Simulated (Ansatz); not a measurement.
# SrO in Ansatz: convergence with cutoff

Input of the first run (cutoff 80 eV); the others differ in this setting and in those tied to it:

Contents of input.yaml:

```yaml
crystal:
  lattice:
    - [0.0, 2.5663, 2.5663]
    - [2.5663, 0.0, 2.5663]
    - [2.5663, 2.5663, 0.0]
  atoms:
    - { symbol: Sr, position: [0.5, 0.5, 0.5] }
    - { symbol: O, position: [0.0, 0.0, 0.0] }
kpoints:
  mp_grid: { grid: [9, 9, 9] }
scf:
  occupations: { method: fermi_dirac, width: 0.05 }
hamiltonian:
  xc: pbesol
  pseudopotentials: { kind: all_electron, lapw: { basis_error: 0.001 } }
output:
  forces: true
  stress: true
  eigenvalues: true
basis:
  ecutwfc: 80
```

Potentials or basis: all-electron LAPW, scalar-relativistic.

The run is started by

```console
$ ansatz run input.yaml --threads 1 --pin off --max-ram 3072MiB --backend cpu --events-out ev --progress --plain --runs-dir out
```

Hardware: 1 thread of Arm Neoverse V2 (shared host).

**Question.** The values tried are 80 eV, 110 eV, 140 eV, 180 eV, 230 eV, 290 eV, 360 eV, 450 eV, 560 eV, loosest first. From which on does the gap on the mesh stay within 0.01 eV of the tightest run that finished?

**Answer.** From 110 eV on.

```csv
cutoff,"energy less the tightest run, at zero smearing (meV/atom)",pressure (GPa),gap on the mesh (eV),SCF cycles,CPU time (s),peak memory (GiB)
80 eV,217.09,1.06,3.284,8,2.6,0.23
110 eV,39.16,-0.33,3.266,8,3,0.23
140 eV,8.31,-0.51,3.260,8,3.2,0.24
180 eV,1.39,-0.54,3.257,8,3.9,0.24
230 eV,0.17,-0.55,3.257,8,4.5,0.26
290 eV,0.00,-0.55,3.257,8,5.8,0.28
360 eV,0.00,-0.55,3.257,8,7.8,0.33
450 eV,0.00,-0.55,3.257,8,12,0.4
560 eV,0.00,-0.55,3.257,8,18,0.53
```

Against the tightest run, the energy stays within 1 meV/atom from 230 eV on; the pressure stays within 0.1 GPa from 140 eV on. The tightest run that finished is the yardstick and may itself not be fully converged.

Caveat, for the tightest run too: an odd mesh through Γ misses points on the zone boundary, where band edges often lie.
